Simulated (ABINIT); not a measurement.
KBr:

```
Br K
1.0
     0.00000    3.30000    3.30000
     3.30000    0.00000    3.30000
     3.30000    3.30000    0.00000
Br K
1 1
Direct
  0.50000 0.50000 0.50000
  0.00000 0.00000 0.00000
```

Program: ABINIT 10.8.3 (patched build). Alike in all runs: no spin polarisation; cell as given; smearing fermi-dirac 0.05 eV.

Problem. Order these runs on this cell by their pressure, lowest first.
A. level LDA; potentials or basis JTH PAW LDA v2.0; k mesh 4 × 4 × 4; cutoff (eV) 544; fine-grid cutoff 1088.46 eV
B. level r2SCAN; potentials or basis JTH PAW LDA v2.0; k mesh 7 × 7 × 7; cutoff (eV) 653; fine-grid cutoff 1251.72 eV
C. level HCTH407; potentials or basis JTH PAW PBE v2.0; k mesh 7 × 7 × 7; cutoff (eV) 544; fine-grid cutoff 1088.46 eV

Solution. A (-1.6 GPa), B (0.1 GPa), C (2.7 GPa).

Caveats: the PAW data sets were made with another functional, which shifts forces and pressure a little (some runs).

Runs at the PBE level aren't shown here.
